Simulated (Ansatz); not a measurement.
# LiH: moving H off its site

LiH, Fm-3m, a = 4.065 Å (as given, not relaxed at this level: -1.5 GPa). Ansatz: PBE, PAW, 420 eV, Γ-centred 10×10×10 mesh on 2 atoms, Gaussian smearing 0.05 eV; no spin polarisation.

```
CELL_PARAMETERS angstrom
0.00000 2.03250 2.03250
2.03250 0.00000 2.03250
2.03250 2.03250 0.00000
ATOMIC_POSITIONS crystal
Li 0.00000 0.00000 0.00000
H 0.50000 0.50000 0.50000
```

Atom 2 (H) moves by x along the unit vector (0.577, 0.577, 0.577), with its periodic images; all else is held. y is the free energy of the cell over the start, F the force along the path summed over the moved atoms. Symmetry makes y even in x.

```tsv
x (Å)	y (meV)	F (eV/Å)
-0.200	?	?
-0.100	4.74	0.09
0.000	0.00	0.00
0.025	0.30	-0.02
0.050	1.19	-0.05
0.075	2.67	-0.07
0.125	7.40	-0.12
0.150	10.64	-0.14
0.175	14.46	-0.16
```

Question: Fit y = c2 x² + c4 x⁴ to the energies of the other rows, give the force constant, and predict energy and force of the missing row.

Answer: Least squares on the rows shown. y = 475.08 x² − 95.872 x⁴. The force constant is 2 c2 = 0.950 eV/Å² (for all images moving together, not for a lone atom). With two atoms in a cubic cell this is the optical mode at Γ without the LO field: ω = 521.5 √(2 c2/μ) = 542 cm⁻¹ for μ = 0.88 u. The force −dy/dx at the missing row is 0.19 eV/Å (computed 0.19). At x = -0.200 the fit asked for gives 18.85 meV. The run gave 18.86 meV, so the fit is 0.01 meV too low, a small miss on the scale of the series.